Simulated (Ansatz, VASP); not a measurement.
# Y in VASP and in Ansatz

```
Y
1.0
     3.60531    0.00000    0.00000
    -1.80266    3.12229    0.00000
     0.00000    0.00000    5.56326
Y
2
Direct
  0.33333 0.66667 0.75000
  0.66667 0.33333 0.25000
```

Alike in both runs: functional PBEsol; k mesh 10 × 10 × 6; occupations gaussian, width 0.05 eV; no spin polarisation.

Ansatz relaxed the structure, and its values are those at the end. VASP's run is a single point on that final structure, the one shown.

|  | VASP | Ansatz |
| --- | --- | --- |
| version | VASP 6.6.1 | Ansatz 0.2.0 |
| potentials or method | VASP PAW PBE potentials, release 64 (Y_sv) | scalar-relativistic, plane waves, PAW |
| plane-wave cutoff (eV) | 520 | 420 |
| valence electrons in the cell | 22 | 22 |

|  | VASP | Ansatz | Ansatz less VASP |
| --- | --- | --- | --- |
| gap on the k mesh at the Fermi level (eV) | none | none | - |
| pressure (GPa) | -0.1 | 0.0 | +0.12 |

A gap of «none» marks a metal or a gap that the smearing closes.

Caveats: the PAW data sets were made with another functional, which shifts forces and pressure a little (VASP).
